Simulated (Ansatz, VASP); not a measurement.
**Two plane-wave programs on KBr**

```
K Br
1.0
     0.00000    3.24311    3.34189
     3.24311    0.00000    3.34189
     3.24311    3.24311    0.00000
K Br
1 1
Cartesian
  0.0000 0.0000 0.0000
  3.2431 3.2431 3.3419
```

Change from the starting cell: strain -0.015 along x and y, +0.015 along z, atoms carried along.

Alike in both runs: task single point; functional LDA; k mesh 6 × 6 × 6; occupations gaussian, width 0.05 eV; no spin polarisation.

|  | VASP | Ansatz |
| --- | --- | --- |
| version | VASP 6.6.1 | Ansatz 0.2.0 |
| potentials or method | VASP PAW LDA potentials, release 64 (K_sv, Br) | scalar-relativistic, plane waves, PAW |
| plane-wave cutoff (eV) | 520 | 420 |
| valence electrons in the cell | 16 | 16 |

```tsv
	VASP	Ansatz	Ansatz less VASP
gap on the k mesh at the Fermi level (eV)	4.09	4.08	-0.008
least direct gap on the mesh (eV)	4.09	4.08	-0.008
pressure (GPa)	-1.3	-1.3	-0.06
largest component of the traceless stress (GPa)	0.54	0.52	-0.016
```
